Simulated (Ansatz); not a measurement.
The system is TiCo.

```xyz
2
Lattice="2.9861 0.0000 0.0000 0.0000 2.9861 0.0000 0.0000 0.0000 2.9861" Properties=species:S:1:pos:R:3 pbc="T T T"
Co    1.4931    1.4931    1.4931
Ti    0.0000    0.0000    0.0000
```

The cell comes from a database or a generator and needn't be the stable form of this composition.

Program: Ansatz 0.2.0. Alike in all runs: task single point; level PBE; potentials or basis Ansatz PAW; cell as given; cutoff (eV) 420; smearing fermi-dirac 0.05 eV.

Task: Order these runs on this cell by their pressure, lowest first.
A. spin collinear, ferromagnetic start; fixed moment (μB) 3.8; k mesh 8 × 8 × 8
B. spin collinear, antiferromagnetic start; k mesh 9 × 9 × 9
C. spin collinear, ferromagnetic start; fixed moment (μB) 3.0; k mesh 8 × 8 × 8
D. spin collinear, ferromagnetic start; fixed moment (μB) 4.5; k mesh 8 × 8 × 8
E. spin off; k mesh 9 × 9 × 9

Result: E (-2.4 GPa), B (-0.5 GPa), C (11.9 GPa), A (18.7 GPa), D (25.5 GPa).

Caveats: the total moment is fixed, so each spin has its own Fermi level (some runs); the thresholds are loose for stress (some runs).
